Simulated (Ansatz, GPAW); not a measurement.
This is a calculation of Mg (Magnesium) for GPAW 26.7.0 (ASE script). 

run.py

```python
from ase import Atoms
from ase.dft.bandgap import bandgap
from ase.io import write
from ase.units import Bohr, GPa
from gpaw import GPAW, PW
from gpaw.elf import elf_from_dft_calculation

atoms = Atoms(['Mg', 'Mg'],
              cell=[[3.2093, 0.0, 0.0],
                    [-1.60465, 2.7793353284, 0.0],
                    [0.0, 0.0, 5.2103]],
              scaled_positions=[[0.6666666667, 0.3333333333, 0.75],
                                [0.3333333333, 0.6666666667, 0.25]],
              pbc=True)

calc = GPAW(mode=PW(800),
            xc='PBE',
            kpts={'size': (10, 10, 5), 'gamma': True},
            occupations={'name': 'methfessel-paxton', 'order': 0, 'width': 0.018000000000000002},
            nbands=19,
            convergence={'density': 1e-05, 'energy': 1e-05},
            maxiter=150,
            txt='gpaw.txt')
atoms.calc = calc
energy = atoms.get_potential_energy()
forces = atoms.get_forces()
stress = atoms.get_stress()
calc.write('gs.gpw')
write('result.traj', atoms)
print(f'Energy: {energy:.6f} eV')
print('Forces (eV/A):')
print(forces.round(4))
print('Stress (GPa):', (stress / GPa).round(3))
print('Fermi level:', round(calc.get_fermi_level(), 4), 'eV')
print(f'Gap: {bandgap(calc)[0]:.4f} eV, direct: {bandgap(calc, direct=True)[0]:.4f} eV')

# fields on the real-space grid
write('density.cube', atoms, data=calc.get_pseudo_density() * Bohr**3)
write('potential.cube', atoms, data=calc.get_electrostatic_potential())
write('elf.cube', atoms, data=elf_from_dft_calculation(calc).data)
```

Potentials or basis: GPAW PAW data sets (gpaw-data 1.2.1), pw.

The run is started by

```bash
$ OMP_NUM_THREADS=1 python run.py
```

**Question.** Set up the same calculation for Ansatz 0.2.0. Potentials or basis there: all-electron LAPW, scalar-relativistic.

**Answer.** As run (cutoffs and basis follow the program's own potentials, and thresholds, step limits or extra output files can differ):

Contents of input.yaml:

```yaml
crystal:
  lattice:
    - [3.2093, 0.0, 0.0]
    - [-1.60465, 2.7793353284, 0.0]
    - [0.0, 0.0, 5.2103]
  atoms:
    - { symbol: Mg, position: [0.6666666667, 0.3333333333, 0.75] }
    - { symbol: Mg, position: [0.3333333333, 0.6666666667, 0.25] }
kpoints:
  mp_grid: { grid: [10, 10, 5] }
scf:
  occupations: { method: gaussian, width: 0.018 }
hamiltonian:
  xc: pbe
  pseudopotentials: { kind: all_electron, lapw: { basis_error: 0.001 } }
output:
  forces: true
  stress: true
  eigenvalues: true
```

Potentials or basis: all-electron LAPW, scalar-relativistic.

The run is started by

```bash
$ ansatz run input.yaml --threads 1 --pin off --max-ram 3072MiB --backend cpu --events-out ev --progress --plain --runs-dir out
```

Both were run:

|  | GPAW | Ansatz |
| --- | --- | --- |
| Pressure | -0.5 GPa | -0.5 GPa |

Where Ansatz's input types no cutoff or centring, it takes its own default and a Γ-centred mesh.

Pressure is positive in compression.
